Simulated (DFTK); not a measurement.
## Pt under changes of volume

One of the cells (15.080 Å³/atom); the others are scaled copies at fixed shape and fractional positions:

```
Pt
1.0
     0.00000    1.96090    1.96090
     1.96090    0.00000    1.96090
     1.96090    1.96090    0.00000
Pt
1
Direct
  0.00000 0.00000 0.00000
```

* Program: DFTK 0.8.2
* Functional: RPBE
* Potentials or basis: SG15 1.2 (PBE)
* Cutoff: 952 eV
* k mesh: 9 × 9 × 9
* Occupations: fermi-dirac, width 0.05 eV
* Spin: no spin polarisation

```tsv
volume (Å³/atom)	energy over the lowest point (meV/atom)	pressure (GPa)
14.175	175.36	36.6
14.477	114.47	28.3
14.778	68.31	20.9
15.080	35.18	14.4
15.381	?	?
15.683	2.28	3.5
15.985	0.00	-1.0
```

**Question.** What does the run at 15.381 Å³/atom give?

**Answer.** Energy over the lowest point 13.61 meV/atom; pressure 8.6 GPa.

Worked out: A Birch-Murnaghan fit of order 3 (a polynomial in V^(-2/3)) to the other rows has its minimum at 15.91 Å³/atom with B0 = V·E''(V) = 232 GPa and B' = 5.4. It gives 13.63 meV/atom at 15.381 Å³/atom, against the run's 13.61, and -dE/dV = 8.6 GPa, against 8.6.

Energies are extrapolated to zero smearing.

Caveats: the potentials were made for another functional, which shifts forces and pressure.
